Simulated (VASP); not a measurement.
# Input and output of a VASP PBE single-point calculation on BN (database structure)

INCAR

```
LWAVE = .FALSE.
EDIFF = 1E-7
NBANDS = 11
NELM = 120
GGA = PE
PREC = Accurate
LCHARG = .TRUE.
LASPH = .TRUE.
IBRION = -1
ENCUT = 520
SIGMA = 0.02
NSW = 0
ISMEAR = -1
ISIF = 2
LELF = .TRUE.
LREAL = .FALSE.
```

KPOINTS

```
KPOINTS created by Atomic Simulation Environment
0
Gamma
12 12 12
0 0 0
```

KPOINTS_OPT

```
special points
11
Reciprocal
0.0000000000 0.0000000000 0.0000000000 1
-0.5000000000 -0.5000000000 -0.5000000000 1
-0.5000000000 -0.1994790226 -0.8005209774 1
-0.1994790226 0.1994790226 -0.5000000000 1
0.0000000000 0.0000000000 -0.5000000000 1
0.0000000000 0.3497395113 -0.3497395113 1
-0.3497395113 0.0000000000 -0.6502604887 1
-0.5000000000 0.0000000000 -0.5000000000 1
-0.1595832181 0.1595832181 -0.5000000000 1
-0.0104170000 0.2942710000 -0.3229170000 1
0.0000000000 0.5000000000 0.5000000000 1
```

POSCAR

```
B  N
 1.0000000000000000
     1.2501241103790561    0.7217594916313509    3.2533303711975869
    -1.2501241103790561    0.7217594916313509    3.2533303711975869
     0.0000000000000000   -1.4435189833120179    3.2533303711866459
 B   N
   1   1
Cartesian
  0.0000000000000001 -0.0000000000493008  9.7569467995754895
  0.0000000000000000 -0.0000000000164097  3.2475874398676758
```

VASP ran with the recommended PBE PAW datasets (8 valence electrons in the cell).

Command

```
mpirun -np 1 vasp_std
```

OSZICAR

```
N       E                     dE             d eps       ncg     rms          rms(c)
DAV:   1     0.139928186555E+02    0.13993E+02   -0.46816E+03  4190   0.687E+02
DAV:   2    -0.185489016996E+02   -0.32542E+02   -0.31493E+02  4963   0.163E+02
DAV:   3    -0.193446230497E+02   -0.79572E+00   -0.79441E+00  5106   0.234E+01
DAV:   4    -0.193469017128E+02   -0.22787E-02   -0.22786E-02  4571   0.137E+00
DAV:   5    -0.193469102866E+02   -0.85738E-05   -0.85737E-05  5094   0.763E-02    0.799E+00
DAV:   6    -0.177553470805E+02    0.15916E+01   -0.51912E+00  4696   0.127E+01    0.365E+00
DAV:   7    -0.176044708267E+02    0.15088E+00   -0.24256E-01  4929   0.370E+00    0.223E+00
DAV:   8    -0.175674309573E+02    0.37040E-01   -0.11139E-01  5024   0.207E+00    0.260E-01
DAV:   9    -0.175677242191E+02   -0.29326E-03   -0.25713E-03  4596   0.417E-01    0.139E-01
DAV:  10    -0.175680762540E+02   -0.35203E-03   -0.48672E-04  4689   0.161E-01    0.240E-02
DAV:  11    -0.175680986981E+02   -0.22444E-04   -0.46929E-05  4989   0.468E-02    0.206E-02
DAV:  12    -0.175680980238E+02    0.67429E-06   -0.88380E-06  4641   0.198E-02    0.173E-03
DAV:  13    -0.175680981497E+02   -0.12585E-06   -0.34832E-07  4965   0.519E-03    0.582E-04
DAV:  14    -0.175680981628E+02   -0.13184E-07   -0.18323E-08  4340   0.939E-04
   1 F= -.17568098E+02 E0= -.17568098E+02  d E =-.249130E-13
       N       E                     dE             ncg
DAV:   1     0.193024979379E+04   -0.41269E+04      242
DAV:   2     0.163306223174E+04   -0.29719E+03      302
DAV:   3     0.162685733786E+04   -0.62049E+01      315
DAV:   4     0.162684351600E+04   -0.13822E-01      257
DAV:   5     0.162684347962E+04   -0.36381E-04      295
DAV:   6     0.162684347949E+04   -0.12976E-06      282
DAV:   7     0.162684347949E+04   -0.82946E-09      263
```

From OUTCAR

```
k-points           NKPTS =    189   k-points in BZ     NKDIM =    189   number of bands    NBANDS=     11

   NELECT =       8.0000    total number of electrons

   dimension x,y,z NGX =    28 NGY =   28 NGZ =   28
   dimension x,y,z NGXF=    56 NGYF=   56 NGZF=   56

  energy-cutoff  :      520.00
  volume of cell :       17.61
      direct lattice vectors                 reciprocal lattice vectors
     1.250124110  0.721759492  3.253330371     0.399960289  0.230917180  0.102459110
    -1.250124110  0.721759492  3.253330371    -0.399960289  0.230917180  0.102459110
     0.000000000 -1.443518983  3.253330371     0.000000000 -0.461834361  0.102459110

 k-points in reciprocal lattice and weights: KPOINTS created by Atomic Simulation Env
   0.00000000  0.00000000  0.00000000       0.001
   0.08333333  0.00000000  0.00000000       0.003
   0.16666667  0.00000000 -0.00000000       0.003
   0.25000000  0.00000000 -0.00000000       0.003
   0.33333333  0.00000000 -0.00000000       0.003
   0.41666667  0.00000000 -0.00000000       0.003
   0.50000000  0.00000000 -0.00000000       0.002
   0.08333333  0.08333333  0.00000000       0.003
   ...

 E-fermi :   2.9783

 k-point     1 :       0.0000    0.0000    0.0000
  band No.  band energies     occupation
      1     -15.3951      2.00000
      2      -1.5467      2.00000
      3       1.1588      2.00000
      4       1.1588      2.00000
      5       7.8281      0.00000
      6      14.1487      0.00000
      7      14.1487      0.00000
      8      15.6699      0.00000
      9      17.4098      0.00000
     10      28.4769      0.00000
     11      31.2638      0.00000

 k-point     2 :       0.0833    0.0000    0.0000
  band No.  band energies     occupation
      1     -15.2558      2.00000
      2      -1.4037      2.00000
      3       0.5894      2.00000
      4       0.9020      2.00000
      5       8.1162      0.00000
      6      14.0818      0.00000
      7      14.7428      0.00000
      8      15.1903      0.00000
      9      17.8384      0.00000
     10      28.5926      0.00000
     11      29.0661      0.00000

 k-point     3 :       0.1667    0.0000   -0.0000
  band No.  band energies     occupation
      1     -14.8461      2.00000
      2      -1.0078      2.00000
      3      -0.8105      2.00000
      4       0.2760      2.00000
      5       8.8645      0.00000
      6      13.8150      0.00000
      7      14.0619      0.00000
      8      16.3577      0.00000
      9      18.8717      0.00000
     10      25.8536      0.00000
     11      27.8258      0.00000

 k-point     4 :       0.2500    0.0000   -0.0000
  band No.  band energies     occupation
      1     -14.1939      2.00000
      2      -2.6520      2.00000
      3      -0.4498      2.00000
      4      -0.2890      2.00000
      5       9.8416      0.00000
      6      12.2277      0.00000
      7      13.9436      0.00000
      8      18.6455      0.00000
      9      19.9401      0.00000
     10      23.7031      0.00000
     11      26.2006      0.00000

 k-point     5 :       0.3333    0.0000   -0.0000
  band No.  band energies     occupation
      1     -13.3697      2.00000
      2      -4.4567      2.00000
      3      -1.0735      2.00000
      4       0.5876      2.00000
      5       9.8078      0.00000
      6      11.5915      0.00000
      7      14.1296      0.00000
      8      19.9703      0.00000
      9      21.2132      0.00000
     10      22.9282      0.00000
     11      25.0248      0.00000

 k-point     6 :       0.4167    0.0000   -0.0000
  band No.  band energies     occupation
      1     -12.5554      2.00000
      2      -5.9125      2.00000
      3      -1.4827      2.00000
      4       1.4707      2.00000
      5       8.4317      0.00000
      6      12.2428      0.00000
      7      14.8839      0.00000
      8      18.7886      0.00000
      9      22.9200      0.00000
     10      23.4858      0.00000
     11      24.3188      0.00000

 k-point     7 :       0.5000    0.0000   -0.0000
  band No.  band energies     occupation
      1     -12.1689      2.00000
      2      -6.5208      2.00000
      3      -1.6243      2.00000
      4       1.8974      2.00000
      5       7.7861      0.00000
      6      12.4541      0.00000
      7      15.7096      0.00000
      8      17.8395      0.00000
      9      22.7740      0.00000
     10      24.0677      0.00000
     11      24.4959      0.00000

 k-point     8 :       0.0833    0.0833    0.0000
  band No.  band energies     occupation
      1     -15.2488      2.00000
      2      -1.4712      2.00000
      3       0.5972      2.00000
      4       0.8948      2.00000
      5       8.2285      0.00000
      6      14.0659      0.00000
      7      14.7412      0.00000
      8      15.1970      0.00000
      9      17.8489      0.00000
     10      28.4160      0.00000
     11      28.8731      0.00000

 k-point     9 :       0.1667    0.0833   -0.0000
  band No.  band energies     occupation
      1     -14.9677      2.00000
      2      -1.2525      2.00000
      3      -0.3256      2.00000
      4       0.3857      2.00000
      5       8.8455      0.00000
      6      14.0407      0.00000
      7      14.4169      0.00000
      8      15.6327      0.00000
      9      18.6377      0.00000
     10      26.1042      0.00000
     11      28.8833      0.00000

 k-point    10 :       0.2500    0.0833   -0.0000
  band No.  band energies     occupation
      1     -14.4304      2.00000
      2      -1.8607      2.00000
      3      -0.7162      2.00000
      4      -0.3955      2.00000
      5       9.7792      0.00000
      6      12.9436      0.00000
      7      14.3027      0.00000
      8      17.0698      0.00000
      9      19.9465      0.00000
     10      23.6812      0.00000
     11      27.6008      0.00000

 k-point    11 :       0.3333    0.0833   -0.0000
  band No.  band energies     occupation
      1     -13.6833      2.00000
      2      -3.5996      2.00000
      3      -1.1390      2.00000
      4       0.0500      2.00000
      5      10.2515      0.00000
      6      12.0175      0.00000
      7      14.4426      0.00000
      8      18.7335      0.00000
      9      20.8407      0.00000
     10      22.4427      0.00000
     11      26.2196      0.00000

 k-point    12 :       0.4167    0.0833   -0.0000
  band No.  band energies     occupation
      1     -12.8415      2.00000
      2      -5.2192      2.00000
      3      -1.6873      2.00000
      4       0.9776      2.00000
      5       9.0749      0.00000
      6      12.6244      0.00000
      7      14.8722      0.00000
      8      18.8981      0.00000
      9      21.1909      0.00000
     10      22.8881      0.00000
     11      25.6245      0.00000

 k-point    13 :       0.5000    0.0833   -0.0000
  band No.  band energies     occupation
      1     -12.1945      2.00000
      2      -6.2859      2.00000
      3      -1.9759      2.00000
      4       1.7833      2.00000
      5       7.9690      0.00000
      6      12.9813      0.00000
      7      15.6906      0.00000
      8      17.9021      0.00000
      9      21.1307      0.00000
     10      23.9504      0.00000
     11      25.7631      0.00000

 k-point    14 :      -0.4167    0.0833    0.0000
  band No.  band energies     occupation
      1     -12.2104      2.00000
      2      -6.2725      2.00000
      3      -1.9778      2.00000
      4       1.9196      2.00000
      5       7.9081      0.00000
      6      12.7817      0.00000
      7      15.4131      0.00000
      8      17.9718      0.00000
      9      21.3783      0.00000
     10      24.0439      0.00000
     11      25.7018      0.00000

 k-point    15 :      -0.3333    0.0833    0.0000
  band No.  band energies     occupation
      1     -12.8759      2.00000
      2      -5.1918      2.00000
      3      -1.6923      2.00000
      4       1.2762      2.00000
      5       9.0236      0.00000
      6      11.9488      0.00000
      7      14.6630      0.00000
      8      18.9287      0.00000
      9      21.1492      0.00000
     10      23.3537      0.00000
     11      25.5981      0.00000

 k-point    16 :      -0.2500    0.0833    0.0000
  band No.  band energies     occupation
      1     -13.7204      2.00000
      2      -3.5723      2.00000
      3      -1.1453      2.00000
      4       0.3758      2.00000
      5      10.2783      0.00000
      6      11.1570      0.00000
      7      14.4015      0.00000
      8      18.8463      0.00000
      9      20.6611      0.00000
     10      22.4749      0.00000
     11      26.4235      0.00000

 ...

  Total        0.5913383      0.5913383      0.3787509      0.0000000      0.0000000      0.0000000
  in kB       53.7924730     53.7924730     34.4539604      0.0000000      0.0000000      0.0000000
  external PRESSURE =      47.3463021 kB  Pullay stress =       0.0000000 kB

 POSITION                                       TOTAL-FORCE (eV/Angst)
 -----------------------------------------------------------------------------------
      0.00000     -0.00000      9.75695         0.000000     -0.000000      0.008259
      0.00000     -0.00000      3.24759         0.000000      0.000000     -0.008259
 -----------------------------------------------------------------------------------
    total drift:                               -0.000000     -0.000000      0.000018

  FREE ENERGIE OF THE ION-ELECTRON SYSTEM (eV)
  ---------------------------------------------------
  free  energy   TOTEN  =       -17.5680981628 eV

  energy  without entropy=      -17.5680981628  energy(sigma->0) =      -17.56809816
```

```
gap between bands v and c : 4.13 eV
least direct gap          : 4.70 eV
pressure                  : 4.7 GPa
```

Band v is the last that the valence electrons fill when counted band by band, and c is the next.

The run took about 57 s on one core of a shared host (Intel Xeon Platinum 8488C) and held 0.19 GiB at most.
